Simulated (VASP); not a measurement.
# Au: band structure with PBE+rVV10+U

Sheet: Au, a sheet with vacuum.

```
Au
1.0
     2.66227    0.00000    0.00000
     0.00000    2.66170    0.00000
     0.00000    0.00000   23.80000
Au
1
Direct
  0.00000 0.50000 0.29412
```

The cell was built by a generator and needn't be a form met in nature.

* Program: VASP 6.6.1
* Task: band structure
* Functional: PBE
* Dispersion: rVV10
* Potentials or basis: VASP PAW PBE potentials, release 64 (Au)
* Cutoff: 500 eV
* k mesh: 10 × 10 × 1
* Occupations: fermi-dirac, width 0.02 eV
* Spin: no spin polarisation
* Hubbard terms: Au d U = 1 eV, J = 1.0 eV
* LDAUTYPE: 2
* Hund's J: 1
* Further INCAR settings: ALGO = Fast; EDIFF = 1e-06

* Band gap along the path: none (metal or under the smearing width)

Levels at the corners of the path, in eV from the Fermi level:
| point | band 3 | band 4 | band 5 | band 6 | band 7 | band 8 |
| --- | --- | --- | --- | --- | --- | --- |
| Γ | -2.56 | -1.24 | -1.24 | -0.63 | 1.90 | 5.52 |
| X | -2.25 | -1.75 | -1.01 | 1.82 | 3.99 | 6.85 |
| X | -2.25 | -1.75 | -1.01 | 1.82 | 3.99 | 6.85 |
| M | -3.17 | -1.36 | 0.67 | 6.74 | 6.74 | 9.43 |
| M | -3.17 | -1.36 | 0.67 | 6.74 | 6.74 | 9.43 |
| Γ | -2.56 | -1.24 | -1.24 | -0.63 | 1.90 | 5.52 |
| Γ | -2.56 | -1.24 | -1.24 | -0.63 | 1.90 | 5.52 |
| Z | -2.56 | -1.24 | -1.24 | -0.63 | 1.90 | 5.53 |
| Z | -2.56 | -1.24 | -1.24 | -0.63 | 1.90 | 5.53 |
| R | -2.25 | -1.75 | -1.01 | 1.82 | 3.99 | 6.85 |
| R | -2.25 | -1.75 | -1.01 | 1.82 | 3.99 | 6.85 |
| A | -3.17 | -1.36 | 0.67 | 6.74 | 6.74 | 9.43 |
| A | -3.17 | -1.36 | 0.67 | 6.74 | 6.74 | 9.43 |
| Z | -2.56 | -1.24 | -1.24 | -0.63 | 1.90 | 5.53 |
| X | -2.25 | -1.75 | -1.01 | 1.82 | 3.99 | 6.85 |
| R | -2.25 | -1.75 | -1.01 | 1.82 | 3.99 | 6.85 |
| M | -3.17 | -1.36 | 0.67 | 6.74 | 6.74 | 9.43 |
| A | -3.17 | -1.36 | 0.67 | 6.74 | 6.74 | 9.43 |

Eigenvalues of the final occupation matrices:
| site | spin | trace | eigenvalues |
| --- | --- | --- | --- |
| site 1 d | 1 | 4.41 | 0.81 0.90 0.90 0.90 0.90 |
| site 1 d | 2 | 4.41 | 0.81 0.90 0.90 0.90 0.90 |

It took 3.3 min on 1 thread of AMD EPYC 7R43 64-Core Processor (Zen 3), on a shared host, peak memory 0.5 GiB.

Caveat: spin-orbit coupling is left out, which moves the levels of the heavy elements; U without spin polarisation on a metal has little footing; the U is typed as a test and isn't derived for this compound.
